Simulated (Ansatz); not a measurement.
AlN:

```xyz
4
Lattice="3.1130 0.0000 0.0000 -1.5565 2.6959 0.0000 0.0000 0.0000 4.9810" Properties=species:S:1:pos:R:3 pbc="T T T"
Al    1.5565    0.8986    2.4905
Al    0.0000    1.7973    0.0000
N     1.5565    0.8986    4.3833
N     0.0000    1.7973    1.8928
```

Base run:

| Quantity | Value |
| --- | --- |
| Program | Ansatz 0.2.0 |
| Functional | PBE |
| Potentials or basis | all-electron LAPW, scalar-relativistic |
| Cutoff | 346 eV |
| Density cutoff | 1384 eV |
| Basis error allowed | 0.002 eV/atom |
| k mesh | 10 × 10 × 6 |
| Occupations | fermi-dirac, width 0.05 eV |
| Spin | no spin polarisation |

Its results: band gap on the k mesh 4.22 eV, direct; pressure 3.6 GPa; largest force 0.129 eV/Å.

Q: The run is repeated on the same cell with these changes: functional from PBE to LDA. What comes out?

A: Band gap on the k mesh 4.24 eV, direct; pressure -4.6 GPa; largest force 0.117 eV/Å.

LDA binds more tightly than PBE, so the same cell stands under less pressure.

Not every run made on this cell is shown here.
